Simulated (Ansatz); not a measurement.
A relaxed cell of In is given with its symmetry left out. The cell was found from a structure generator's guess, not taken from experiment.

The calculation used Ansatz 0.2.0, DFT PBE, scalar-relativistic, plane waves, PAW. Cutoff 420 eV, Γ-centred mesh, Gaussian smearing, no spin polarisation.

```
In
1.0
     3.41821    0.00000    0.00000
    -1.70911    2.96026    0.00000
     0.00000    0.00000   19.06268
In
7
Cartesian
  0.0000 0.0000 14.9653
  0.0000 1.9735 17.6859
  1.7091 0.9868 1.3767
  0.0000 0.0000 4.0974
  1.7091 0.9868 6.8063
  0.0000 0.0000 9.5313
  0.0000 1.9735 12.2564
```

Energies count from the standard state of In at the same level.

**Question.** Find its symmetry and describe it.

**Answer.** P-3m1 (No. 164). Conventional cell: a = 3.418 Å, c = 19.063 Å. Around In on a site of symmetry 3m lie 12 In at 3.35–3.42 Å; In on a second site of symmetry 3m is surrounded by 12 In at 3.36–3.42 Å; around In on a third site of symmetry 3m lie 12 In at 3.35–3.42 Å; around In on a site of symmetry -3m lie 12 In at 3.36–3.42 Å.

**Question.** How far does it lie from the standard state of In?

**Answer.** 0.00 eV/atom. It is level with the standard state within the noise.

**Question.** Is it a metal?

**Answer.** Yes, bands cross the Fermi level on the 12×12×2 mesh.

The last run used a 12×12×2 mesh (in the run's order of axes) for its 7-atom cell and Gaussian smearing of 0.10 eV. The k mesh leaves some 4 meV/atom of noise in the energy of each metallic cell. A later test with randomly moved atoms ended 2 meV/atom lower, in C2/m at a loose tolerance, which is no clear verdict on its stability.
